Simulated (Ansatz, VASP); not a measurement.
Two plane-wave programs on GaP

```xyz
4
Lattice="0.0000 -2.7192 -2.7192 0.0000 2.7192 -2.7192 5.4385 0.0000 0.0000" Properties=species:S:1:pos:R:3 pbc="T T T"
Ga    2.7192    0.0000   -2.7192
Ga    0.0000    0.0000    0.0000
P     1.3596   -1.3596   -4.0788
P     4.0788   -1.3596   -1.3596
```

Alike in both runs: task single point; functional PBEsol; k mesh 6 × 6 × 4; occupations gaussian, width 0.05 eV; no spin polarisation.

|  | VASP | Ansatz |
| --- | --- | --- |
| version | VASP 6.6.1 | Ansatz 0.2.0 |
| potentials or method | VASP PAW PBE potentials, release 64 (Ga_d, P) | scalar-relativistic, plane waves, PAW |
| plane-wave cutoff (eV) | 520 | 420 |
| valence electrons in the cell | 36 | 36 |

```csv
,VASP,Ansatz,Ansatz less VASP
gap on the k mesh at the Fermi level (eV),1.50,1.50,-0.002
least direct gap on the mesh (eV),1.50,1.50,-0.002
pressure (GPa),-0.1,0.0,+0.10
```

With one functional, cell and mesh, what is left measures potentials, basis and numerics.

Caveats: the PAW data sets were made with another functional, which shifts forces and pressure a little (VASP); the real-space grid breaks the cell's symmetry a little (VASP). A k mesh can miss the band edges.
